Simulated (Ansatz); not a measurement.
# GaN (P6_3mc) in Ansatz: reference runs

Reference runs on GaN: the cell as given and a disturbed copy.

All numbers are computed with Ansatz 0.2.0; they aren't measurements. Logs are shortened: lines on timing, memory, paths and dates and some standing lists are left out, and cuts for length are marked.

**Experimental background.**

From “Studying electronic properties in GaN without electrical contacts using γ-γ vs e−-γ Perturbed Angular Correlations”, 2019, pmc:6823545, for a bulk crystal of GaN: band gap 3.503 ± 0.005 eV (direct).

The runs below are set against these values where they give the same quantity.

## Step 1: The structure

Symmetry: P6_3mc, No. 186, hexagonal system. Conventional cell: a = 3.212 Å, b = 3.212 Å, c = 10.357 Å, α = 90.00°, β = 90.00°, γ = 120.00°. Around Ga (site symmetry 3m) lie 4 N at 1.95 to 2.00 Å. Ga (site symmetry 3m) is surrounded by 3 N at 1.94 Å. N (site symmetry 3m) has 4 Ga at 1.94 to 2.00 Å as nearest neighbours. Around N (site symmetry 3m) lie 3 Ga at 1.95 Å.

The cell is a database's computed one.

## Step 2: Single point, PBEsol

File input.yaml:

```yaml
crystal:
  lattice:
    - [3.2115377864, 0.0, 0.0]
    - [-1.6057688932, 2.7812733083, 0.0]
    - [0.0, 0.0, 10.35684]
  atoms:
    - { symbol: Ga, position: [0.0, 0.0, 0.785868] }
    - { symbol: Ga, position: [0.6666666667, 0.3333333333, 0.037349] }
    - { symbol: Ga, position: [0.3333333333, 0.6666666667, 0.537349] }
    - { symbol: Ga, position: [0.0, 0.0, 0.285868] }
    - { symbol: "N", position: [0.0, 0.0, 0.093038] }
    - { symbol: "N", position: [0.6666666667, 0.3333333333, 0.343745] }
    - { symbol: "N", position: [0.0, 0.0, 0.593038] }
    - { symbol: "N", position: [0.3333333333, 0.6666666667, 0.843745] }
hamiltonian:
  xc: pbesol
  pseudopotentials: { kind: paw }
kpoints:
  mp_grid: { grid: [10, 10, 3] }
scf:
  occupations: { method: fermi_dirac, width: 0.05 }
output:
  forces: true
  stress: true
  eigenvalues: true
```

Potentials or basis: Ansatz PAW.

The run is started by

```sh
$ ansatz run input.yaml --threads 4 --pin off --max-ram 11264MiB --backend cpu --events-out ev --progress --plain --runs-dir out
```

The log of the run:

```text
Warning: RAYON_NUM_THREADS=4 ignored (pool sized by the plan → 4); use --threads N
Engine: ansatz 0.2.0, x86_64-unknown-linux-gnu
Pseudopotentials: kind: paw
Pseudopotential: Ga, paw, valence charge 13, recommended cutoff 420 eV (normal), Ga.paw.azcp
Pseudopotential: N, paw, valence charge 5, recommended cutoff 420 eV (normal), N.paw.azcp
Functional definition: PBEsol
  exchange = pbesol_x
  correlation = pbesol_c
Crystal: 8 atoms, lattice volume = 92.509 Å³
Basis set: ecut = 420 eV, 1835 PW (Γ), exchange–correlation on 48×48×144 points (8 copies of the dense FFT grid, shifted against one another)
Bands: 44, of which v1, the nominal top of the filled ones, is band 36 counted from 1 (35 counted from 0)
Symmetry: 12 space group operations
Space group: P63mc (ITA 186), of the structure as read, at distance tolerance 4.5e-5 Å
k-points: 28 of 300 (time reversal used)
Non-local potential: Ga, projectors of the file, l = 0: 2, l = 1: 2, l = 2: 3, l = 3: 1
Non-local potential: N, projectors of the file, l = 0: 2, l = 1: 2, l = 2: 1
PAW form: soft (Blöchl's): semilocal exchange-correlation on the pseudo side does not see the compensation charge
PAW frozen core: Ga, regenerated for the run's functional, and the local potential with it (the file was generated under x = pbe(κ = 0.804, μ = 0.2195149727645171), c = pbe(β = 0.06672455060314922))
PAW frozen core: N, regenerated for the run's functional, and the local potential with it (the file was generated under x = pbe(κ = 0.804, μ = 0.2195149727645171), c = pbe(β = 0.06672455060314922))
PAW one-centre angular grid: Ga, 590 points (default); XC on 64 Gauss nodes
PAW one-centre angular grid: N, 110 points (default); XC on 64 Gauss nodes
Initial density: superposition of atomic densities (neutral atoms: chi_scale 0, normalization atom), corrected by the library's trained network
Initial wavefunctions: pseudopotential atomic-orbital guess
Functional: x = pbesol(κ = 0.804, μ = 0.12345679012345678), c = pbesol(β = 0.046)
SCF iter   1: F=—  HF=-16489.061836 eV  |F-HF|=—  |Δ(HF+E_count)|=         —  Δρ=1.16e-2  dr2=1.27e-1  ethr=1.77e-3  ⟨swp⟩=6.0  Hψ=4388  notcnv=0  defer=9
preconditioner: auto → Resta (q_TF=auto, 2.617 Å⁻¹)  ε∞=5.2  [insulator: Δε(μ)=0.690 eV  Ē_g=16.011 eV  σ=0.050 eV  W_gap=1.00  n_scr=38 (ndim 8)  ℏωp=32.8 eV  f_vac=0.004  D(μ)=0.00/eV (n_scr^D=0)  ε∞_Penn≈5.2]
SCF iter   2: F=—  HF=-16489.033384 eV  |F-HF|=—  |Δ(HF+E_count)|=   2.85e-2  Δρ=4.56e-3  dr2=2.29e-2  ethr=1.76e-4  ⟨swp⟩=2.0  Hψ=1621  notcnv=0  defer=77
SCF iter   3: F=—  HF=-16489.028215 eV  |F-HF|=—  |Δ(HF+E_count)|=   5.17e-3  Δρ=9.37e-4  dr2=6.18e-4  ethr=3.18e-5  ⟨swp⟩=2.0  Hψ=1642  notcnv=0  defer=49
automatic band count: iteration 3 solves 43 bands in place of 44: the levels show a gap, and the empty bands left out lie too high to hold charge; the band table lists the bands solved (type scf.n_extra_bands for more)
SCF iter   4: F=—  HF=-16489.028037 eV  |F-HF|=—  |Δ(HF+E_count)|=   1.78e-4  Δρ=4.04e-4  dr2=1.81e-4  ethr=8.58e-7  ⟨swp⟩=2.0  Hψ=1956  notcnv=0  defer=49
SCF iter   5: F=—  HF=-16489.027995 eV  |F-HF|=—  |Δ(HF+E_count)|=   4.22e-5  Δρ=1.67e-4  dr2=4.35e-5  ethr=2.52e-7  ⟨swp⟩=2.2  Hψ=2116  notcnv=0  defer=49
SCF iter   6: F=—  HF=-16489.027978 eV  |F-HF|=—  |Δ(HF+E_count)|=   1.67e-5  Δρ=3.85e-5  dr2=2.68e-6  ethr=6.05e-8  ⟨swp⟩=2.9  Hψ=2158  notcnv=0  defer=49
SCF iter   7: F=—  HF=-16489.027978 eV  |F-HF|=—  |Δ(HF+E_count)|=   6.22e-7  Δρ=1.46e-5  dr2=1.41e-7  ethr=3.73e-9  ⟨swp⟩=2.0  Hψ=2120  notcnv=0  defer=49
SCF iter   8: F=-16489.027977 eV  HF=-16489.027977 eV  |F-HF|=2.68e-9  |Δ(HF+E_count)|=   1.52e-7  Δρ=3.20e-6  dr2=7.55e-9  ethr=1.39e-10  ⟨swp⟩=8.6  Hψ=5052  notcnv=0
SCF 1 converged in 8 iterations: F = -16489.027977 eV  dr2 = 7.55e-9
SCF converged after 8 iterations
Free energy (F): -16489.027977 eV
Harris-Foulkes:  -16489.027977 eV  (|F-HF|=2.68e-9)
Internal energy: -16489.027973 eV  (E = F + TS)
E sigma→0 (E₀):  -16489.027975 eV
Entropy (-TS):   -0.000005 eV (-0.001 meV/atom)
Fermi energy:    10.280091 eV
--- Per-component energies (eV) ---
  E_band       = -44.100856
  E_kinetic    = 979.124207
  E_local      = -7726.645884  (includes V_loc(G=0)·N_el)
  E_nonlocal   = 1902.609619
  E_hartree    = 3541.464497
  E_xc         = -507.684162
  E_vxc        = -531.414415  (∫ρ·V_xc dr)
  E_paw        = -8304.788641  (= ΣΔE_a)
  E_vpaw       = -1750.702448  (= ΣTr[D̂ρ^β])
  E_aug_tail   = 0.000126  (compensation charges beyond the density's cutoff)
  E_ewald      = -6376.672042
  E_core_change = 3.564307  (= ΣΔE_core)
  E_smearing   = -0.000005  (= −TS)
  E_closure    = 0.000000  (closes the sum)
  Σ components = -16489.027977   (vs F -16489.027977, Δ=0.00e0)
--- Forces (eV/Å), atoms counted from 1 ---
  atom   1  Ga    -0.00000000    -0.00000000     0.01838830
  atom   2  Ga     0.00000000    -0.00000000    -0.04993735
  atom   3  Ga    -0.00000000     0.00000000    -0.04993735
  atom   4  Ga    -0.00000000     0.00000000     0.01838830
  atom   5  N     -0.00000000     0.00000000    -0.21122786
  atom   6  N     -0.00000000     0.00000000     0.24278913
  atom   7  N      0.00000000    -0.00000000    -0.21122786
  atom   8  N     -0.00000000    -0.00000000     0.24278913
  max |Σ_I F_I| component: 2.44e-5 eV/Å
--- Stress (GPa, compression-positive) ---
       -8.887191       0.000000      -0.000000
        0.000000      -8.887191       0.000000
       -0.000000       0.000000      -0.411918
  P = ⅓ Tr σ = -6.0621 GPa (-60.621 kbar)
--- Band table (eV; the first three rows and the last of 28) ---
  k-point 0: bands = ["-6.5165", "-6.2227", "-5.4267", "-5.3332", "-4.5384", "-4.5384", "-4.5368", "-4.5368", "-4.3616", "-4.3616", "-4.3588", "-4.3588", "-4.3324", "-4.2729", "-3.8934", "-3.8934", "-3.8926", "-3.8926", "-3.6512", "-3.6512", "-3.6483", "-3.6483", "-3.4345", "-2.6451", "2.9248", "5.3217", "6.4188", "8.4419", "8.4419", "8.4874", "8.4874", "9.2783", "9.2783", "9.3108", "9.3108", "9.8618", "10.6403", "13.1446", "13.2943", "13.3601", "16.7894", "17.4882", "18.2327"]
  k-point 1: bands = ["-6.4541", "-6.3098", "-5.3930", "-5.3486", "-4.5380", "-4.5380", "-4.5372", "-4.5372", "-4.3609", "-4.3609", "-4.3595", "-4.3595", "-4.3237", "-4.2962", "-3.8932", "-3.8932", "-3.8928", "-3.8928", "-3.6505", "-3.6505", "-3.6491", "-3.6491", "-3.2410", "-2.8510", "3.3468", "4.3801", "7.4481", "8.4529", "8.4529", "8.4752", "8.4752", "8.8337", "9.2865", "9.2865", "9.3029", "9.3029", "11.5532", "12.5680", "13.3540", "13.4446", "17.0040", "17.3446", "18.5025"]
  k-point 2: bands = ["-6.4274", "-6.1645", "-5.3666", "-5.3032", "-4.5473", "-4.5469", "-4.5249", "-4.5238", "-4.3752", "-4.3714", "-4.3573", "-4.3555", "-4.2850", "-4.2016", "-3.8779", "-3.8760", "-3.8749", "-3.8682", "-3.6720", "-3.6621", "-3.6519", "-3.6481", "-3.3585", "-2.5671", "3.0799", "5.2793", "6.3572", "7.6453", "8.1002", "8.1898", "8.3004", "8.3650", "8.7552", "9.0632", "9.2559", "9.8065", "11.5169", "13.4326", "13.8692", "13.9362", "16.4991", "16.9641", "17.6917"]
  k-point 27: bands = ["-5.8104", "-5.7927", "-5.0085", "-5.0058", "-4.4854", "-4.4852", "-4.4583", "-4.4535", "-4.4156", "-4.4110", "-4.2856", "-4.2855", "-3.8510", "-3.8421", "-3.7914", "-3.7913", "-3.7218", "-3.7214", "-3.6603", "-3.6594", "-2.3806", "-2.3678", "-1.7124", "-1.6894", "3.1138", "3.1962", "3.5477", "3.8701", "4.6712", "4.8319", "5.8127", "5.9477", "6.7848", "7.5796", "8.7126", "8.8294", "12.8253", "12.9284", "15.9490", "16.4912", "16.5207", "16.7470", "17.4238"]
```

Run time: 2.2 s. Hardware: 4 threads of Intel Xeon 6975P-C (Granite Rapids), shared host; peak memory 0.46 GiB.

Results:

```yaml
Free_energy: -16489.0280 eV
Pressure: -6.1 GPa
Largest_force: 0.243 eV/Å
Band_gap_on_the_k_mesh: 0.78 eV, direct
```

Forces in eV/Å, atoms in the order of the input:
```
Ga   0.000  0.000  0.018
Ga   0.000  0.000 -0.050
Ga   0.000  0.000 -0.050
Ga   0.000  0.000  0.018
N    0.000  0.000 -0.211
N    0.000  0.000  0.243
N    0.000  0.000 -0.211
N    0.000  0.000  0.243
```

Stress tensor (GPa, compression positive):
```
-8.89  0.00  0.00
 0.00 -8.89  0.00
 0.00  0.00 -0.41
```

Caveat: odd divisions of the mesh miss points on the zone boundary, where band edges often lie, so the gap on the mesh can be too wide; the pressure holds a Pulay correction of +0.5 GPa for the finite cutoff; the PAW data sets come from PBE, with cores solved anew for the run's functional, which leaves a small shift of forces and pressure.

## Step 3: Single point, PBEsol (atoms moved at random, drawn with an rms of 0.05 Å)

File input.yaml:

```yaml
crystal:
  lattice:
    - [3.2115377864, 0.0, 0.0]
    - [-1.6057688932, 2.7812733083, 0.0]
    - [0.0, 0.0, 10.35684]
  atoms:
    - { symbol: Ga, position: [-0.009453, -0.014858, 0.783901] }
    - { symbol: Ga, position: [0.678825, 0.344282, 0.035621] }
    - { symbol: Ga, position: [0.335058, 0.674702, 0.535112] }
    - { symbol: Ga, position: [-0.003002, 0.00942, 0.289458] }
    - { symbol: "N", position: [0.00431, 0.009536, 0.094202] }
    - { symbol: "N", position: [0.660499, 0.328339, 0.343577] }
    - { symbol: "N", position: [-0.000736, 0.001937, 0.594287] }
    - { symbol: "N", position: [0.314489, 0.676822, 0.84497] }
hamiltonian:
  xc: pbesol
  pseudopotentials: { kind: paw }
kpoints:
  mp_grid: { grid: [10, 10, 3] }
scf:
  occupations: { method: fermi_dirac, width: 0.05 }
output:
  forces: true
  stress: true
  eigenvalues: true
```

Potentials or basis: Ansatz PAW.

The run is started by

```sh
$ ansatz run input.yaml --threads 4 --pin off --max-ram 11264MiB --backend cpu --events-out ev --progress --plain --runs-dir out
```

It took 6.4 s on 4 threads of Intel Xeon 6975P-C (Granite Rapids), shared host; peak memory 0.74 GiB.

It converged, with:

```yaml
Free_energy: -16488.9285 eV
Pressure: -6.2 GPa
Largest_force: 1.309 eV/Å
Band_gap_on_the_k_mesh: 0.77 eV, direct
```

Forces on the atoms (eV/Å):
```
Ga  -0.942  0.844  0.339
Ga  -0.135 -0.063  0.155
Ga   0.017 -0.143  0.232
Ga   0.224 -0.459 -0.811
N    0.219  0.009 -0.113
N   -0.189  0.429  0.652
N   -0.077  0.165 -0.669
N    0.883 -0.783  0.216
```

Stress tensor (GPa, compression positive):
```
 -7.16  -2.14   1.87
 -2.14 -10.64   0.18
  1.87   0.18  -0.69
```

Levels at points of the mesh, in eV from the valence-band top:
```
             k point  band 33  band 34  band 35  band 36  band 37  band 38  band 39  band 40
  (0.00, 0.00, 0.00)    -0.64    -0.62    -0.30     0.00     0.77     3.27     3.37     3.66
 (0.00, -0.50, 0.00)    -2.28    -1.92    -1.51    -0.73     1.79     2.37     4.52     4.67
 (-0.50, 0.00, 0.00)    -2.23    -1.99    -1.46    -0.75     1.78     2.40     4.58     4.68
(-0.50, -0.50, 0.00)    -2.20    -2.04    -1.42    -0.86     1.87     2.34     4.56     4.76
```

Caveat: odd divisions of the mesh miss points on the zone boundary, where band edges often lie, so the gap on the mesh can be too wide; the pressure holds a Pulay correction of +0.5 GPa for the finite cutoff; the PAW data sets come from PBE, with cores solved anew for the run's functional, which leaves a small shift of forces and pressure.

## Step 4: How close it comes

Step 2. Against the measured gap of GaN, 3.503 eV (direct; quoted in “Studying electronic properties in GaN without electrical contacts using γ-γ vs e−-γ Perturbed Angular Correlations”, 2019, pmc:6823545), the calculated 0.78 eV is off by -2.72 eV. So large a miss can be the level of theory's own, or it may mean another phase, state or a wrong row. Spin-orbit coupling on Ga is left out. The value is that of PBEsol, without temperature or zero-point motion. Semilocal functionals fall short of measured gaps as a rule. The cell is a database's relaxed one, not the measured one, which moves gaps too.
